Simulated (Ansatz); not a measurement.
**CaS (rocksalt): zero-pressure volume and bulk modulus with BLYP + D3(BJ)**

Aim: take the cell of CaS (rocksalt) to zero pressure with BLYP + D3(BJ), then fit an equation of state.

Method: DFT BLYP + D3(BJ), scalar-relativistic, plane waves, PAW, in Ansatz 0.2.0.

### Step 1. Starting point

It takes space group Fm-3m (No. 225, cubic). Conventional cell: a = 5.686 Å, b = 5.686 Å, c = 5.686 Å, α = 90.00°, β = 90.00°, γ = 90.00°. Around Ca (site symmetry m-3m) lie 6 S at 2.84 Å. Around S (site symmetry m-3m) lie 6 Ca at 2.84 Å.

Coordinates:

```cif
data_structure
_symmetry_space_group_name_H-M 'Fm-3m'
_symmetry_Int_Tables_number 225
_cell_length_a 5.6860
_cell_length_b 5.6860
_cell_length_c 5.6860
_cell_angle_alpha 90.000
_cell_angle_beta 90.000
_cell_angle_gamma 90.000
_cell_volume 183.83
loop_
_atom_site_label
_atom_site_type_symbol
_atom_site_symmetry_multiplicity
_atom_site_Wyckoff_symbol
_atom_site_fract_x
_atom_site_fract_y
_atom_site_fract_z
_atom_site_occupancy
Ca1 Ca 4 b 0.50000 0.00000 0.00000 1
S1 S 4 a 0.00000 0.00000 0.00000 1
```

An earlier run on this cell at PBE gave 0.80 GPa at 22.979 Å³/atom (8×8×8 mesh), mesh gap 2.35 eV.

### Step 2. At the given cell

input.yaml

```yaml
crystal:
  lattice:
    - [0.0, 2.8430011916, 2.8430011916]
    - [2.8430011916, 0.0, 2.8430011916]
    - [2.8430011916, 2.8430011916, 0.0]
  atoms:
    - { symbol: Ca, position: [0.5, 0.5, 0.5] }
    - { symbol: S, position: [0.0, 0.0, 0.0] }
basis:
  ecutwfc: 420
  ecutrho_ratio: 4
kpoints:
  mp_grid: { grid: [8, 8, 8] }
hamiltonian:
  xc: blyp
  dispersion: d3bj
scf:
  occupations: { method: gaussian, width: 0.05 }
output:
  forces: true
  stress: true
  eigenvalues: true
```

On the command line:

```
$ ansatz run input.yaml --threads 4 --pin off --max-ram 8192MiB --backend cpu --events-out ev --progress --plain --runs-dir out
```

After this run come: A step to a new volume; A step to a new volume; Volume × 0.98 of the new zero; Volume × 1.02 of the new zero; Volume × 0.96 of the new zero; Volume × 1.04 of the new zero.

What does the calculation give? Wanted: V0; B0; gap on the mesh; dispersion energy.

The runs gave:

| quantity | value |
| --- | --- |
| V0 | 22.058 Å³/atom |
| B0 | 64 GPa |
| gap on the mesh | 2.36 eV |
| dispersion energy | -803 meV/atom |
| time in all | 5 s |

**Reading.** BLYP + D3(BJ) puts the minimum at 22.06 Å³/atom, -4.0 % from the cell given, which stood at 0.8 GPa under PBE, with a bulk modulus of 64 GPa. The PAW datasets were made for PBE.
